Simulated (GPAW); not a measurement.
The system is Zn.

```
CELL_PARAMETERS angstrom
2.67000 0.00000 0.00000
-1.33500 2.31229 0.00000
0.00000 0.00000 4.96600
ATOMIC_POSITIONS crystal
Zn 0.66667 0.33333 0.75000
Zn 0.33333 0.66667 0.25000
```

Base run:

| Quantity | Value |
| --- | --- |
| Program | GPAW 26.7.0 |
| Functional | LDA |
| Potentials or basis | PAW data sets generated in the run's folder for this functional |
| Cutoff | 600 eV |
| Basis | pw |
| k mesh | 8 × 8 × 4 |
| Occupations | fermi-dirac, width 0.05 eV |
| Spin | no spin polarisation |

Its results: pressure -9.3 GPa.

Question: The run is repeated on the same cell with these changes: functional from LDA to PBE; potentials or basis from PAW data sets generated in the run's folder for this functional to GPAW PAW data sets (gpaw-data 1.2.1). What comes out?

Answer: Pressure -0.9 GPa.

Not every run made on this cell is shown here.
